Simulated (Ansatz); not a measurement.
**The polar optical mode of GaN at 25 GPa, worked through**

The calculation used Ansatz, DFT PBEsol, scalar-relativistic, plane waves, PAW. Settings: 420 eV plane-wave cutoff, Γ-centred 12×12×12 mesh, fixed occupations. No spin polarisation. Phonons by linear response, acoustic sum rule imposed.

The cell, relaxed at 25 GPa:
Space group F-43m (No. 216). a = 4.343 Å, b = 4.343 Å, c = 4.343 Å, α = 90.00°, β = 90.00°, γ = 90.00°
```tsv
atom	site	symmetry	x	y	z
Ga	4a	-43m	0.0000	0.0000	0.0000
N	4c	-43m	0.2500	0.2500	0.2500
```

Other phases may be more stable at this pressure.

Linear response gives ν_TO = 627.0 cm⁻¹, Born charges ±2.604 e (positive on Ga) and ε∞ = 5.491. The primitive cell holds 20.475 Å³, and the masses are 69.723 and 14.007 amu.

Task: Find ν_LO and the static dielectric constant.

Result: The long-wave field adds a restoring force: ω_LO² − ω_TO² = Z*²e²/(ε_vac ε∞ μV). In these units ν_LO² − ν_TO² = 4.92064×10⁷ Z*²/(μ V ε∞) cm⁻², with μ = m₁m₂/(m₁ + m₂) = 11.664 amu: 254539 cm⁻². So ν_LO = √(627.0² + 254539) = 804.7 cm⁻¹, and the run gives 804.7. Lyddane–Sachs–Teller then gives ε0 = ε∞ (ν_LO/ν_TO)² = 9.05, against 9.05 in the run (it forms both from the same three quantities, so the match checks the arithmetic only). Between ν_TO and ν_LO the dielectric function is negative and an undamped crystal reflects fully: a reststrahlen band from 12.4 to 15.9 μm.

Task: What do the Clausius–Mossotti polarisability and the Szigeti charge come to?

Result: With the Lorentz local field, α = (3V/4π)(ε∞ − 1)/(ε∞ + 2) = 2.93 Å³ for the pair, and e_S = 3Z*/(ε∞ + 2) = 1.04 e. The Born charge includes the electrons' response to the dipole's own local field, and e_S takes that enhancement out. The Lorentz field assumes point-like polarisable ions, a poor picture once ε∞ is this large, since the electron clouds then overlap or are shared, so both numbers are formal here.

Task: How strongly does a slow electron couple to the LO mode?

Result: For one isotropic parabolic band, Fröhlich's constant is α_F = (1/ε∞ − 1/ε0) √(m* Ry/ħω_LO), with Ry = 13.606 eV, ħω_LO = 99.8 meV and m* in free-electron masses: α_F = 0.0716 × 11.68 × √m* = 0.84 √m*. The band mass isn't part of this run; for m* = 0.1, 0.3 and 1 it gives 0.26, 0.46, 0.84. In weak coupling the polaron lies α_F ħω_LO below the band edge (46 meV at m* = 0.3) with a mass m*(1 + α_F/6); past α_F of about 5 or 6 that expansion fails. A semilocal functional's ε∞ tends to be too large, which taken alone lowers α_F.

This zinc-blende form isn't the usual stable structure of the compound at low pressure.

Cost: 1 run of about 1.3 core-minutes, on Intel Xeon Platinum 8488C (Sapphire Rapids) (shared hosts).